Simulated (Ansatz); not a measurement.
# Se: the cost of one run

Method: DFT PBE, scalar-relativistic, plane waves, PAW, in Ansatz 0.2.0.

1 further run of the same task is left out (it didn't finish).

## (1) Starting point

The structure is orthorhombic, space group Cmcm (No. 63). The conventional cell has a = 2.789 Å, b = 8.078 Å, c = 4.613 Å, α = 90.00°, β = 90.00°, γ = 90.00°. Around Se (site symmetry m2m) lie 4 Se at 2.53 to 2.79 Å.

Coordinates:

```xyz
2
Lattice="1.3943 -4.0390 0.0000 1.3943 4.0390 0.0000 0.0000 0.0000 4.6134" Properties=species:S:1:pos:R:3 pbc="T T T"
Se    1.3943   -3.5192    1.1534
Se    1.3943    3.5192    3.4601
```

The structure comes from the Materials Project (structure only).

(A quick probe on a coarse mesh, which set the mesh and smearing, is not shown.)

## (3) Relaxing cell and atoms

The input, input.yaml:

```yaml
crystal:
  lattice:
    - [1.39426943, -4.039002765, 0.0]
    - [1.39426943, 4.039002765, 0.0]
    - [0.0, 0.0, 4.6134314]
  atoms:
    - { symbol: Se, position: [0.93565532, 0.06434468, 0.25] }
    - { symbol: Se, position: [0.06434468, 0.93565532, 0.75] }
basis:
  ecutwfc: 420
kpoints:
  mp_grid: { grid: [16, 16, 10] }
hamiltonian:
  xc: pbe
scf:
  occupations: { method: gaussian, width: 0.1 }
output:
  forces: true
  stress: true
  eigenvalues: true
  write_density: true
  write_potential: true
  elf: true
  volumetric_format: npy
relax:
  adjacent_minimum: "off"
  f_tol: 0.005
  max_steps: 80
  cell: { stress_tol: 0.05 }
```

Run with:

```console
> ansatz run input.yaml --threads 1 --pin off --max-ram 2560MiB --backend cpu --events-out ev --progress --plain --runs-dir out
```

Q: Estimate wall time and peak memory on 1 thread of Arm Neoverse V1, shared host.

About 3.9 min, with a peak of 0.66 GiB.
